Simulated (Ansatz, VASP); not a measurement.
**InAs in two plane-wave programs**

One calculation is typed for both programs; each brings its own data sets. How far apart do they land? The cell is taken from a series of runs on this material, whose earlier steps may have relaxed, scaled, displaced or heated it; both programs get it as it stands.

Program: Ansatz 0.2.0. Level of theory: plane waves, with VASP 6.6.1 beside it; zone-centre phonons at LDA. Results are calculated unless marked as measured.

### 1. The starting structure

Symmetry: Imm2, No. 44, orthorhombic system. Conventional cell: a = 4.176 Å, b = 4.263 Å, c = 6.092 Å, α = 90.00°, β = 90.00°, γ = 90.00°. Nearest to As lie 4 In at 2.60 to 2.61 Å. In has 4 As at 2.60 to 2.61 Å nearest. Farther neighbours are not listed.

Coordinates:

```cif
data_structure
_symmetry_space_group_name_H-M 'P 1'
_symmetry_Int_Tables_number 1
_cell_length_a 4.2636
_cell_length_b 4.2636
_cell_length_c 4.1755
_cell_angle_alpha 60.681
_cell_angle_beta 60.681
_cell_angle_gamma 59.987
_cell_volume 54.21
loop_
_atom_site_label
_atom_site_type_symbol
_atom_site_fract_x
_atom_site_fract_y
_atom_site_fract_z
_atom_site_occupancy
As1 As 0.74822 0.74822 0.75176 1
In2 In 0.00178 0.00178 0.99824 1
```

### 2. Ansatz: zone-centre phonons, LDA

Ansatz runs on its PAW soft_1 files.

Second derivatives magnify differences that forces hide, and they need a tight electronic threshold.

Input file input.yaml:

```yaml
crystal:
  lattice:
    - [-0.0308657748, 2.9833992277, 3.0458053799]
    - [2.9833992277, -0.0308657748, 3.0458053799]
    - [2.9525334529, 2.9525334529, 0.0]
  atoms:
    - { symbol: As, position: [0.7482238727, 0.7482238727, 0.7517564846] }
    - { symbol: In, position: [0.0017761273, 0.0017761273, -0.0017564846] }
kpoints:
  mp_grid: { grid: [12, 12, 12], shift: [0.5, 0.5, 0.5] }
hamiltonian:
  xc: lda
  pseudopotentials: { kind: paw, azcp: { folder: soft_1 }, xc_functional: pbe }
scf:
  occupations: { method: gaussian, width: 0.015 }
output:
  eigenvalues: true
phonons:
  method: dfpt
```

Launch:

```
$ ansatz run input.yaml --threads 4 --pin off --max-ram 10240MiB --backend cpu --events-out ev --progress --plain --runs-dir out
```

Numbers of over 12 decimals in the logs are rounded to 6 here.

The log of the run:

```text
Engine: ansatz 0.2.0, aarch64-unknown-linux-gnu
Pseudopotentials: kind: paw
Pseudopotential: As, paw, valence charge 15, recommended cutoff 420 eV (normal), soft_1/As.paw.azcp
Pseudopotential: In, paw, valence charge 13, recommended cutoff 420 eV (normal), soft_1/In.paw.azcp
Functional definition: SPW92
  exchange = slater_x
  correlation = pw_c
Crystal: 2 atoms, lattice volume = 54.214 Å³
Basis set: ecut = 420 eV, 1039 PW (Γ), exchange–correlation on 60×60×60 points (8 copies of the dense FFT grid, shifted against one another)
Bands: 18, of which v1, the nominal top of the filled ones, is band 14 counted from 1 (13 counted from 0)
Symmetry: 2 space group operations
k-points: 864 of 1728 (irreducible under 1 space group operation, time reversal used)
Non-local potential: As, projectors of the file, l = 0: 2, l = 1: 2, l = 2: 3, l = 3: 1
Non-local potential: In, projectors of the file, l = 0: 2, l = 1: 2, l = 2: 2, l = 3: 1
PAW form: soft (Blöchl's): semilocal exchange-correlation on the pseudo side does not see the compensation charge
PAW frozen core: As, regenerated for the run's functional, and the local potential with it (the file was generated under x = pbe(κ = 0.804, μ = 0.219515), c = pbe(β = 0.066725))
PAW frozen core: In, regenerated for the run's functional, and the local potential with it (the file was generated under x = pbe(κ = 0.804, μ = 0.219515), c = pbe(β = 0.066725))
PAW one-centre angular grid: As, 590 points (default); XC on 64 Gauss nodes
PAW one-centre angular grid: In, 590 points (default); XC on 64 Gauss nodes
Initial density: superposition of atomic densities (chi_scale 0.1, normalization cell, long waves kept (reshape's long-wave potential 0.00 eV rms))
Initial wavefunctions: pseudopotential atomic-orbital guess
Functional: x = slater, c = lda
SCF iter   1: F=—  HF=-10231.426209 eV  |F-HF|=—  |Δ(HF+E_count)|=         —  Δρ=2.83e-2  dr2=3.87e-1  ethr=3.10e-3  ⟨swp⟩=6.0  Hψ=78540  notcnv=0
preconditioner: auto → none  [insulator: Δε(μ)=0.485 eV  Ē_g=14.745 eV  σ=0.015 eV  W_gap=1.00  n_scr=14 (ndim 8)  ℏωp=21.4 eV  f_vac=0.005  D(μ)=0.00/eV (n_scr^D=0)  ε∞_Penn≈3.1]
SCF iter   2: F=—  HF=-10231.315521 eV  |F-HF|=—  |Δ(HF+E_count)|=   1.11e-1  Δρ=1.26e-2  dr2=6.40e-2  ethr=1.38e-3  ⟨swp⟩=2.0  Hψ=25920  notcnv=0
SCF iter   3: F=—  HF=-10231.300783 eV  |F-HF|=—  |Δ(HF+E_count)|=   1.47e-2  Δρ=2.58e-3  dr2=7.93e-3  ethr=2.29e-4  ⟨swp⟩=2.8  Hψ=30626  notcnv=0
SCF iter   4: F=—  HF=-10231.297331 eV  |F-HF|=—  |Δ(HF+E_count)|=   3.45e-3  Δρ=6.96e-4  dr2=1.25e-4  ethr=2.83e-5  ⟨swp⟩=3.0  Hψ=34089  notcnv=0
SCF iter   5: F=—  HF=-10231.297355 eV  |F-HF|=—  |Δ(HF+E_count)|=   2.40e-5  Δρ=1.82e-4  dr2=6.01e-6  ethr=4.48e-7  ⟨swp⟩=3.0  Hψ=31032  notcnv=0
SCF iter   6: F=—  HF=-10231.297361 eV  |F-HF|=—  |Δ(HF+E_count)|=   5.43e-6  Δρ=1.95e-5  dr2=1.65e-7  ethr=2.15e-8  ⟨swp⟩=2.3  Hψ=27845  notcnv=0
SCF iter   7: F=—  HF=-10231.297361 eV  |F-HF|=—  |Δ(HF+E_count)|=   1.84e-7  Δρ=6.03e-6  dr2=2.46e-8  ethr=5.89e-10  ⟨swp⟩=2.0  Hψ=23328  notcnv=0
SCF iter   8: F=—  HF=-10231.297361 eV  |F-HF|=—  |Δ(HF+E_count)|=   1.07e-8  Δρ=5.84e-7  dr2=6.54e-11  ethr=8.80e-11  ⟨swp⟩=2.0  Hψ=23328  notcnv=0
SCF iter   9: F=-10231.297361 eV  HF=-10231.297361 eV  |F-HF|=3.64e-12  |Δ(HF+E_count)|=  2.00e-11  Δρ=7.79e-8  dr2=1.63e-12  ethr=1.00e-12  ⟨swp⟩=6.0  Hψ=69382  notcnv=0
SCF 1 converged in 9 iterations: F = -10231.297361 eV  dr2 = 1.63e-12
  greatest PAW one-centre occupation: 0.999 electrons in one spin orbital (limit 2), on the As atom at site 0 (counted from 0), in its partial waves of l = 2
DFPT response loops at Γ: preconditioner auto → none (the input reference at scf.mixing.eps_inf says where Resta's filter doesn't serve); β = 0.50; Broyden in place of MSR1
SCF converged after 9 iterations
Free energy (F): -10231.297361 eV
Harris-Foulkes:  -10231.297361 eV  (|F-HF|=3.64e-12)
Internal energy: -10231.297361 eV  (E = F + TS)
E sigma→0 (E₀):  -10231.297361 eV
Fermi energy:    7.788785 eV
--- Per-component energies (eV) ---
  E_band       = -321.047776
  E_kinetic    = 318.893915
  E_local      = -3459.392955  (includes V_loc(G=0)·N_el)
  E_nonlocal   = -59.452162
  E_hartree    = 1720.578466
  E_xc         = -212.525119
  E_vxc        = -164.923647  (∫ρ·V_xc dr)
  E_paw        = -6001.879762  (= ΣΔE_a)
  E_vpaw       = -397.329950  (= ΣTr[D̂ρ^β])
  E_aug_tail   = 0.000075  (compensation charges beyond the density's cutoff)
  E_ewald      = -2539.879583
  E_core_change = 2.359764  (= ΣΔE_core)
  E_smearing   = -0.000000  (= −TS)
  E_closure    = 0.000000  (closes the sum)
  Σ components = -10231.297361   (vs F -10231.297361, Δ=0.00e0)
--- Band table (eV; the first three rows and the last of 864) ---
  k-point 0: bands = [... 10 lower, -4.4249, 6.8736, 7.5554, 7.5770, 8.0006, 11.3868, 11.5167, 11.5758]
  k-point 1: bands = [... 10 lower, -4.3204, 6.0336, 7.2757, 7.5112, 8.5713, 11.4069, 11.4836, 11.9733]
  k-point 2: bands = [... 10 lower, -4.0743, 4.8326, 6.9778, 7.3109, 8.8555, 11.6526, 11.7935, 12.4654]
  k-point 863: bands = [... 10 lower, -2.9317, 1.6698, 6.4448, 6.6301, 8.6965, 12.2368, 12.3683, 14.4534]
--- Phonons (Γ-DFPT): 4 representative perturbations + reference, on 864 of 1728 k-points (Σ response iterations 12) ---
  k mesh reduced under 1 symmetry operation, with k and −k counted as one. Each operation leaves every solved perturbation unchanged. A smaller set is not used because it would not reduce the number of displacements times k-points to solve
  ASR residual: 4.716e-5 → 0.000e0 eV/Å²; symmetrization residual: 2.274e-5 eV/Å²
  ASR residual per site (eV/Å²): 9.58e-6 4.72e-5
  Γ frequencies (cm⁻¹): 0.00 0.00 0.00 215.79 217.88 218.94
  non-analytic LO–TO correction: not included (Born effective charges unavailable; polar crystals: no LO–TO splitting at Γ)
```

In the SCF lines HF is the Harris–Foulkes energy and dr2 the Hartree energy of the density residual, in eV; the loop may stop once dr2 is under the threshold and the program's other checks hold. Hψ counts applications of the Hamiltonian.

(Continued in part 2 of 3.)

[Lines on the potential files, build, host, timing and source positions are cut from VASP's logs without a mark.]

[Logs are printed without paths, hosts, clocks, repeated set-up lines and the standing remarks that a program may print on its own settings, such as how far it seeks lower states.]

[Hosts, paths, dates, database ids (printed as entryN), source tags and the programs' standing remarks are cut or masked in the printed files.]
